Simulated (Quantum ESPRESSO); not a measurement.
# In in Quantum ESPRESSO: further runs

The runs below take In through work function, with PBE, LDA.

Everything below comes from runs of Quantum ESPRESSO 7.5. Logs are shortened: lines on timing, memory, paths and dates and some standing lists are left out, and cuts for length are marked.

## 1. Starting point

The cell holds a slab with vacuum, 5 atoms: a = 3.335 Å, b = 3.335 Å, c = 26.018 Å, α = 90.00°, β = 90.00°, γ = 120.00°.

The slab is cut from a database's or a generator's crystal, which needn't be the stable form of the element.

## 2. Work function, PBE

pw.in

```
&CONTROL
  calculation = 'scf'
  prefix = 'pwscf'
  outdir = './tmp'
  pseudo_dir = './pseudo'
  tprnfor = .true.
  disk_io = 'low'
/
&SYSTEM
  ibrav = 0
  celldm(1) = 8
  nat = 5
  ntyp = 1
  ecutwfc = 70
  nbnd = 43
  occupations = 'smearing'
  smearing = 'fd'
  degauss = 0.01469973
/
&ELECTRONS
  conv_thr = 5d-09
  electron_maxstep = 150
  mixing_beta = 0.3
  mixing_mode = 'local-TF'
/
ATOMIC_SPECIES
In   114.8180 In.upf
CELL_PARAMETERS alat
  0.7878940913652  -0.0000000000000   0.0000000000000
 -0.3939470456720   0.6823362986078   0.0000000000000
  0.0000000000000   0.0000000000000   6.1459293087286
ATOMIC_POSITIONS crystal
In     0.6666666700    0.3333333400    0.2882588056
In     0.3333333300    0.6666666600    0.3941294028
In     0.6666666700    0.3333333400    0.5000000000
In     0.3333333300    0.6666666600    0.6058705972
In     0.6666666700    0.3333333400    0.7117411944
K_POINTS automatic
9 9 1 0 0 0
```

pp_density.in

```
&INPUTPP
  prefix = 'pwscf'
  outdir = './tmp'
  filplot = 'density.dat'
  plot_num = 0
/
&PLOT
  nfile = 1
  filepp(1) = 'density.dat'
  iflag = 3
  output_format = 6
  fileout = 'density.cube'
/
```

pp_potential.in

```
&INPUTPP
  prefix = 'pwscf'
  outdir = './tmp'
  filplot = 'potential.dat'
  plot_num = 11
/
&PLOT
  nfile = 1
  filepp(1) = 'potential.dat'
  iflag = 3
  output_format = 6
  fileout = 'potential.cube'
/
```

pp_elf.in

```
&INPUTPP
  prefix = 'pwscf'
  outdir = './tmp'
  filplot = 'elf.dat'
  plot_num = 8
/
&PLOT
  nfile = 1
  filepp(1) = 'elf.dat'
  iflag = 3
  output_format = 6
  fileout = 'elf.cube'
/
```

Potentials or basis: PseudoDojo 0.5 SR PBE standard.

On the command line:

```sh
> OMP_NUM_THREADS=1 mpirun -n 2 pw.x -nk 2 -in pw.in > pw.out
> OMP_NUM_THREADS=1 mpirun -n 1 pp.x -in pp_density.in > pp_density.out
> OMP_NUM_THREADS=1 mpirun -n 1 pp.x -in pp_potential.in > pp_potential.out
> OMP_NUM_THREADS=1 mpirun -n 1 pp.x -in pp_elf.in > pp_elf.out
```

pw.out:

```text
This program is part of the open-source Quantum ESPRESSO suite
     for quantum simulation of materials; please cite
[... 13 lines left out ...]
     --------------------
     sticks:   dense  smooth     PW     G-vecs:    dense   smooth      PW
     Sum         769     769    223               133713   133713   20895

     Using Slab Decomposition

     bravais-lattice index     =            0
     lattice parameter (alat)  =       8.0000  a.u.
     unit-cell volume          =    1691.7019 (a.u.)^3
     number of atoms/cell      =            5
     number of atomic types    =            1
     number of electrons       =        65.00
     number of Kohn-Sham states=           43
     kinetic-energy cutoff     =      70.0000  Ry
     charge density cutoff     =     280.0000  Ry
     scf convergence threshold =      5.0E-09
     mixing beta               =       0.3000
     number of iterations used =            8  local-TF  mixing
     Exchange-correlation= PBE
                           (   1   4   3   4   0   0   0)

     celldm(1)=   8.000000  celldm(2)=   0.000000  celldm(3)=   0.000000
     celldm(4)=   0.000000  celldm(5)=   0.000000  celldm(6)=   0.000000

     crystal axes: (cart. coord. in units of alat)
               a(1) = (   0.787894  -0.000000   0.000000 )
               a(2) = (  -0.393947   0.682336   0.000000 )
               a(3) = (   0.000000   0.000000   6.145929 )

     reciprocal axes: (cart. coord. in units 2 pi/alat)
               b(1) = (  1.269206  0.732776 -0.000000 )
               b(2) = (  0.000000  1.465553 -0.000000 )
               b(3) = ( -0.000000 -0.000000  0.162709 )

     PseudoPot. # 1 for In read from file:
     In.upf
     Pseudo is Norm-conserving + core correction, Zval = 13.0
     Generated using ONCVPSP code by D. R. Hamann
     Using radial grid of 1964 points,  6 beta functions with:
                l(1) =   0
                l(2) =   0
                l(3) =   1
                l(4) =   1
                l(5) =   2
                l(6) =   2

     atomic species   valence    mass     pseudopotential
     In               13.00   114.81800     In( 1.00)

     12 Sym. Ops. (no inversion) found

   Cartesian axes

     site n.     atom                  positions (alat units)
         1        In     tau(   1) = (   0.3939470   0.2274454   1.7716182  )
         2        In     tau(   2) = (   0.0000000   0.4548909   2.4222914  )
         3        In     tau(   3) = (   0.3939470   0.2274454   3.0729647  )
         4        In     tau(   4) = (   0.0000000   0.4548909   3.7236379  )
         5        In     tau(   5) = (   0.3939470   0.2274454   4.3743111  )

     number of k points=    12  Fermi-Dirac smearing, width (Ry)=  0.0147
                       cart. coord. in units 2pi/alat
        k(    1) = (   0.0000000   0.0000000   0.0000000), wk =   0.0246914
        k(    2) = (   0.0000000   0.1628392   0.0000000), wk =   0.1481481
        k(    3) = (   0.0000000   0.3256784   0.0000000), wk =   0.1481481
        k(    4) = (   0.0000000   0.4885177   0.0000000), wk =   0.1481481
        k(    5) = (   0.0000000   0.6513569   0.0000000), wk =   0.1481481
        k(    6) = (   0.1410229   0.2442588   0.0000000), wk =   0.1481481
        k(    7) = (   0.1410229   0.4070981   0.0000000), wk =   0.2962963
        k(    8) = (   0.1410229   0.5699373   0.0000000), wk =   0.2962963
        k(    9) = (   0.1410229   0.7327765   0.0000000), wk =   0.1481481
        k(   10) = (   0.2820458   0.4885177   0.0000000), wk =   0.1481481
        k(   11) = (   0.2820458   0.6513569   0.0000000), wk =   0.2962963
        k(   12) = (   0.4230687   0.7327765   0.0000000), wk =   0.0493827

     Dense  grid:   133713 G-vectors     FFT dimensions: (  36,  36, 270)

     Initial potential from superposition of free atoms

     starting charge      64.9805, renormalised to      65.0000

     negative rho (up, down):  1.022E-05 0.000E+00
     Starting wfcs are   45 randomized atomic wfcs

     Self-consistent Calculation

     iteration #  1     ecut=    70.00 Ry     beta= 0.30
     Davidson diagonalization with overlap
     ethr =  1.00E-02,  avg # of iterations =  5.3

     Threshold (ethr) on eigenvalues was too large:
     Diagonalizing with lowered threshold

     Davidson diagonalization with overlap
     ethr =  1.56E-04,  avg # of iterations =  5.8

     total energy              =    -664.51634742 Ry
     estimated scf accuracy    <       0.10946516 Ry

     iteration #  2     ecut=    70.00 Ry     beta= 0.30
     Davidson diagonalization with overlap
     ethr =  1.68E-04,  avg # of iterations =  1.1

     total energy              =    -664.49916046 Ry
     estimated scf accuracy    <       0.07304958 Ry

     iteration #  3     ecut=    70.00 Ry     beta= 0.30
     Davidson diagonalization with overlap
     ethr =  1.12E-04,  avg # of iterations =  3.4

     total energy              =    -664.50650468 Ry
     estimated scf accuracy    <       0.00250606 Ry
[... 80 lines left out ...]
     total energy              =    -664.50601574 Ry
     estimated scf accuracy    <       0.00000009 Ry

     iteration # 14     ecut=    70.00 Ry     beta= 0.30
     Davidson diagonalization with overlap
     ethr =  1.35E-10,  avg # of iterations =  2.1

     total energy              =    -664.50601570 Ry
     estimated scf accuracy    <          9.8E-09 Ry

     iteration # 15     ecut=    70.00 Ry     beta= 0.30
     Davidson diagonalization with overlap
     ethr =  1.51E-11,  avg # of iterations =  3.7

     End of self-consistent calculation

          k = 0.0000 0.0000 0.0000 ( 16805 PWs)   bands (ev):

   -11.0351 -11.0263 -10.9877 -10.9867 -10.9731 -10.9731 -10.9652 -10.9652
   -10.9596 -10.9283 -10.9283 -10.9191 -10.9191 -10.8996 -10.8996 -10.8325
   -10.8325 -10.7939 -10.7939 -10.7334 -10.7334 -10.7127 -10.7127 -10.6750
   -10.6750  -5.6018  -5.0873  -4.1835  -2.9780  -1.5711   1.0345   2.8831
     4.9998   6.6809   7.5691   7.7893   9.4032   9.7594  11.9679  12.2245
    12.2245  12.3123  12.6464

          k = 0.0000 0.1628 0.0000 ( 16813 PWs)   bands (ev):

   -11.0258 -11.0204 -10.9840 -10.9797 -10.9726 -10.9667 -10.9432 -10.9416
   -10.9334 -10.9225 -10.9217 -10.9016 -10.8981 -10.8940 -10.8674 -10.8467
   -10.8364 -10.8044 -10.7957 -10.7500 -10.7365 -10.7329 -10.7120 -10.6991
   -10.6725  -5.3616  -4.8460  -3.9429  -2.7433  -1.3525   1.2991   3.1203
     5.2177   6.8959   7.7883   8.0038   9.6046   9.8062   9.9546  10.2990
    11.0887  11.1316  11.6283
[... 75 lines left out ...]
   -11.0476 -11.0301 -11.0128 -11.0120 -10.9726 -10.9671 -10.9428 -10.9333
   -10.8929 -10.8890 -10.8754 -10.8637 -10.8382 -10.8147 -10.7889 -10.7732
   -10.7524 -10.7404 -10.7395 -10.7083 -10.7034 -10.6983 -10.6683 -10.6550
   -10.6334  -1.0099  -0.5099   0.3309   1.1369   1.1943   2.1362   2.6581
     2.9547   3.6930   3.8054   4.4501   5.0742   5.3263   5.5448   6.2851
     7.0917   7.6464   7.9400

          k = 0.4231 0.7328 0.0000 ( 16734 PWs)   bands (ev):

   -11.0529 -11.0049 -10.9924 -10.9916 -10.9628 -10.9565 -10.9065 -10.8773
   -10.8691 -10.8615 -10.8558 -10.8361 -10.8297 -10.8016 -10.7989 -10.7930
   -10.7870 -10.7804 -10.7666 -10.7269 -10.7237 -10.7082 -10.6917 -10.6785
   -10.6643   0.5144   0.5325   0.9299   1.0011   1.4013   2.0897   2.6093
     2.6797   3.1700   3.4588   3.6846   4.4699   4.5150   5.0136   5.4692
     6.6902   7.3526   8.2371

     the Fermi energy is     3.6809 ev

!    total energy              =    -664.50601566 Ry
     estimated scf accuracy    <          6.1E-10 Ry
     smearing contrib. (-TS)   =      -0.02635363 Ry
     internal energy E=F+TS    =    -664.47966203 Ry

     The total energy is F=E-TS. E is the sum of the following terms:
     one-electron contribution =   -3065.93192238 Ry
     hartree contribution      =    1570.77282509 Ry
     xc contribution           =    -200.24856343 Ry
     ewald contribution        =    1030.92799869 Ry

     convergence has been achieved in  15 iterations

     Forces acting on atoms (cartesian axes, Ry/au):

     atom    1 type  1   force =     0.00000000    0.00000000   -0.00435720
     atom    2 type  1   force =     0.00000000   -0.00000000   -0.00010287
     atom    3 type  1   force =     0.00000000   -0.00000000    0.00000000
     atom    4 type  1   force =     0.00000000   -0.00000000    0.00010287
     atom    5 type  1   force =     0.00000000    0.00000000    0.00435720

     Total force =     0.006164     Total SCF correction =     0.000147

=------------------------------------------------------------------------------=
   JOB DONE.
=------------------------------------------------------------------------------=
```

pp_density.out:

```text
This program is part of the open-source Quantum ESPRESSO suite
     for quantum simulation of materials; please cite
         "P. Giannozzi et al., J. Phys.:Condens. Matter 21 395502 (2009);
         "P. Giannozzi et al., J. Phys.:Condens. Matter 29 465901 (2017);
         "P. Giannozzi et al., J. Chem. Phys. 152 154105 (2020);
     in publications or presentations arising from this work. More details at

     IMPORTANT: XC functional enforced from input :
     Exchange-correlation= PBE
                           (   1   4   3   4   0   0   0)
     Any further DFT definition will be discarded
     Please, verify this is what you really want

     G-vector sticks info
     --------------------
     sticks:   dense  smooth     PW     G-vecs:    dense   smooth      PW
     Sum         769     769    223               133713   133713   20895

     Using Slab Decomposition

     Calling punch_plot, plot_num =   0
     Writing data to file  density.dat
     Reading data from file  density.dat

     Writing data to be plotted to file density.cube
     Plot Type: 3D                     Output format: Gaussian cube

=------------------------------------------------------------------------------=
   JOB DONE.
=------------------------------------------------------------------------------=
```

Wall time 2.7 min (2 MPI ranks of Arm Neoverse V1, shared host); peak memory 0.6 GiB.

Results:

```
Free energy                     : -9041.0649 eV
Largest force                   : 0.112 eV/Å
Band gap on the k mesh          : none (metal or under the smearing width)
Work function of the upper face : 3.87 eV
Work function of the lower face : 3.87 eV
```

Forces on the atoms (eV/Å):
```
In   0.000  0.000 -0.112
In   0.000  0.000 -0.003
In   0.000  0.000  0.000
In   0.000  0.000  0.003
In   0.000  0.000  0.112
```

## 3. Work function, LDA

pw.in

```
&CONTROL
  calculation = 'scf'
  prefix = 'pwscf'
  outdir = './tmp'
  pseudo_dir = './pseudo'
  tprnfor = .true.
  disk_io = 'low'
/
&SYSTEM
  ibrav = 0
  celldm(1) = 8
  nat = 5
  ntyp = 1
  ecutwfc = 50
  ecutrho = 250
  nbnd = 43
  occupations = 'smearing'
  smearing = 'fd'
  degauss = 0.00999582
  assume_isolated = 'esm'
  esm_bc = 'bc1'
/
&ELECTRONS
  conv_thr = 5d-09
  electron_maxstep = 150
  mixing_beta = 0.3
  mixing_mode = 'local-TF'
  tqr = .true.
/
ATOMIC_SPECIES
In   114.8180 in_lda_v1.4.uspp.F.UPF
CELL_PARAMETERS alat
  0.7878940913546  -0.0000000000000   0.0000000000000
 -0.3939470456773   0.6823362986170   0.0000000000000
  0.0000000000000   0.0000000000000   6.1459293087286
ATOMIC_POSITIONS crystal
In     0.6666666700    0.3333333400   -0.2117411944
In     0.3333333300    0.6666666600   -0.1058705972
In     0.6666666700    0.3333333400    0.0000000000
In     0.3333333300    0.6666666600    0.1058705972
In     0.6666666700    0.3333333400    0.2117411944
K_POINTS automatic
9 9 1 0 0 0
```

pp_density.in is that of step 2.

pp_potential.in is that of step 2.

Potentials or basis: GBRV 1.5 LDA.

On the command line:

```sh
> OMP_NUM_THREADS=1 mpirun -n 2 pw.x -nk 2 -in pw.in > pw.out
> OMP_NUM_THREADS=1 mpirun -n 1 pp.x -in pp_density.in > pp_density.out
> OMP_NUM_THREADS=1 mpirun -n 1 pp.x -in pp_potential.in > pp_potential.out
```

pw.out:

```text
This program is part of the open-source Quantum ESPRESSO suite
     for quantum simulation of materials; please cite
[... 13 lines left out ...]
     --------------------
     sticks:   dense  smooth     PW     G-vecs:    dense   smooth      PW
     Sum         673     547    163               112783    80771   13291

     Using Slab Decomposition

     bravais-lattice index     =            0
     lattice parameter (alat)  =       8.0000  a.u.
     unit-cell volume          =    1691.7019 (a.u.)^3
     number of atoms/cell      =            5
     number of atomic types    =            1
     number of electrons       =        65.00
     number of Kohn-Sham states=           43
     kinetic-energy cutoff     =      50.0000  Ry
     charge density cutoff     =     250.0000  Ry
     scf convergence threshold =      5.0E-09
     mixing beta               =       0.3000
     number of iterations used =            8  local-TF  mixing
     Exchange-correlation=  SLA  PZ   NOGX NOGC
                           (   1   1   0   0   0   0   0)

     Effective Screening Medium Method
     =================================
     Boundary Conditions: Vacuum-Slab-Vacuum
     total charge in unit cell        =   0.0000
     grid points for fit at edges     =        4

     celldm(1)=   8.000000  celldm(2)=   0.000000  celldm(3)=   0.000000
     celldm(4)=   0.000000  celldm(5)=   0.000000  celldm(6)=   0.000000

[... 66 lines left out ...]

     negative rho (up, down):  7.390E-04 0.000E+00
     Starting wfcs are   45 randomized atomic wfcs

     Self-consistent Calculation

     iteration #  1     ecut=    50.00 Ry     beta= 0.30
     Davidson diagonalization with overlap
     c_bands:  1 eigenvalues not converged
     ethr =  1.00E-02,  avg # of iterations =  4.4
[... 314 lines left out ...]
     iteration # 33     ecut=    50.00 Ry     beta= 0.30
     Davidson diagonalization with overlap
     ethr =  3.93E-11,  avg # of iterations =  4.8

     negative rho (up, down):  4.995E-04 0.000E+00

     End of self-consistent calculation

          k = 0.0000 0.0000 0.0000 ( 10029 PWs)   bands (ev):

   -18.7071 -18.6989 -18.6633 -18.6620 -18.6435 -18.6435 -18.6357 -18.6357
   -18.6149 -18.5906 -18.5906 -18.5841 -18.5841 -18.5563 -18.5563 -18.4961
   -18.4961 -18.4583 -18.4583 -18.3972 -18.3972 -18.3773 -18.3773 -18.3276
   -18.3276 -13.4557 -12.9441 -12.0358 -10.8384  -9.4463  -6.7690  -4.9448
    -2.8253  -1.0675  -0.0998  -0.0947   1.6197   1.9357   4.1267   4.2567
     4.2572   4.5002   4.6686
[... 93 lines left out ...]
   -18.7203 -18.6732 -18.6633 -18.6576 -18.6334 -18.6258 -18.5753 -18.5427
   -18.5320 -18.5301 -18.5226 -18.5029 -18.4921 -18.4635 -18.4630 -18.4507
   -18.4491 -18.4440 -18.4174 -18.3951 -18.3923 -18.3651 -18.3490 -18.3373
   -18.3164  -7.3888  -7.3606  -6.9934  -6.9064  -6.5409  -5.6902  -5.1741
    -5.1184  -4.6739  -4.3244  -4.1431  -3.3524  -3.3327  -2.8464  -2.3583
    -1.1472  -0.4820   0.3576

     the Fermi energy is    -4.1585 ev

!    total energy              =    -665.52527755 Ry
     estimated scf accuracy    <          1.4E-09 Ry
     smearing contrib. (-TS)   =      -0.01319181 Ry
     internal energy E=F+TS    =    -665.51208574 Ry

     The total energy is F=E-TS. E is the sum of the following terms:
     one-electron contribution =   12983.81710244 Ry
     hartree contribution      =   -6471.28835986 Ry
     xc contribution           =    -185.71999324 Ry
     ewald contribution        =   -6992.32083508 Ry

     convergence has been achieved in  33 iterations

     negative rho (up, down):  4.995E-04 0.000E+00

     Forces acting on atoms (cartesian axes, Ry/au):

     atom    1 type  1   force =     0.00000000   -0.00000000    0.00573199
     atom    2 type  1   force =     0.00000000   -0.00000000    0.00015074
     atom    3 type  1   force =     0.00000000   -0.00000000    0.00000000
     atom    4 type  1   force =    -0.00000000   -0.00000000   -0.00015074
     atom    5 type  1   force =     0.00000000   -0.00000000   -0.00573199

     Total force =     0.008109     Total SCF correction =     0.000184

=------------------------------------------------------------------------------=
   JOB DONE.
=------------------------------------------------------------------------------=
```

Wall time 4.3 min (2 MPI ranks of Arm Neoverse V1, shared host); peak memory 0.48 GiB.

Results:

```yaml
Free_energy: -9054.9327 eV
Largest_force: 0.147 eV/Å
Band_gap_on_the_k_mesh: none (metal or under the smearing width)
Work_function_of_the_upper_face: 4.16 eV
Work_function_of_the_lower_face: 4.16 eV
```

Forces on the atoms (eV/Å):
```
In   0.000  0.000  0.147
In   0.000  0.000  0.004
In   0.000  0.000  0.000
In   0.000  0.000 -0.004
In   0.000  0.000 -0.147
```

Caveat: real space augmentation costs some meV and hundredths of eV per Å.
